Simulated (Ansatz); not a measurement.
## MoS2 under changes of volume

One of the cells (17.864 Å³/atom); the others are scaled copies at fixed shape and fractional positions:

```xyz
6
Lattice="3.1690 0.0000 0.0000 -1.5845 2.7444 0.0000 0.0000 0.0000 12.3240" Properties=species:S:1:pos:R:3 pbc="T T T"
Mo    1.5845    0.9148    9.2430
Mo    0.0000    1.8296    3.0810
S     1.5845    0.9148    4.6461
S     0.0000    1.8296   10.8081
S     1.5845    0.9148    1.5159
S     0.0000    1.8296    7.6779
```

* Program: Ansatz 0.2.0
* Functional: PBE
* Potentials or basis: all-electron LAPW, scalar-relativistic
* Cutoff: 261 eV (chosen from the basis error)
* Basis error allowed: 0.001 eV/atom
* k mesh: 10 × 10 × 3
* Occupations: fermi-dirac, width 0.05 eV
* Spin: no spin polarisation

```tsv
volume (Å³/atom)	energy over the lowest point (meV/atom)	pressure (GPa)	gap on the mesh (eV)	largest force (eV/Å)
16.792	48.69	12.8	0.87	1.008
17.149	24.73	8.8	0.89	0.622
17.507	9.20	5.2	0.91	0.265
17.864	?	?	?	?
18.221	0.00	-0.9	0.95	0.369
18.578	4.90	-3.5	0.96	0.651
18.936	15.28	-5.8	0.97	0.912
```

Question: What does the run at 17.864 Å³/atom give?

Answer: Energy over the lowest point 1.20 meV/atom; pressure 2.0 GPa; gap on the mesh 0.93 eV; largest force 0.064 eV/Å.

Worked out: A Birch-Murnaghan fit of order 3 (a polynomial in V^(-2/3)) to the other rows has its minimum at 18.11 Å³/atom with B0 = V·E''(V) = 143 GPa and B' = 4.4 at fixed shape and positions, which overstates the stiffness. It gives 1.21 meV/atom at 17.864 Å³/atom, against the run's 1.20, and -dE/dV = 2.0 GPa, against 2.0. A straight line through the other rows of the gap, of slope 0.858 eV per unit of ln V, gives 0.93 eV, against the run's 0.93.

Energies are extrapolated to zero smearing.

Caveats: an odd mesh through Γ misses points on the zone boundary, where band edges often lie; this functional lacks dispersion, which binds the layers, so the pressure and a relaxed spacing across them are unreliable; forces of over 1 eV/Å show positions far from the minimum, so gaps and moduli don't describe the material at rest (some runs). Spin-orbit coupling on Mo is left out.
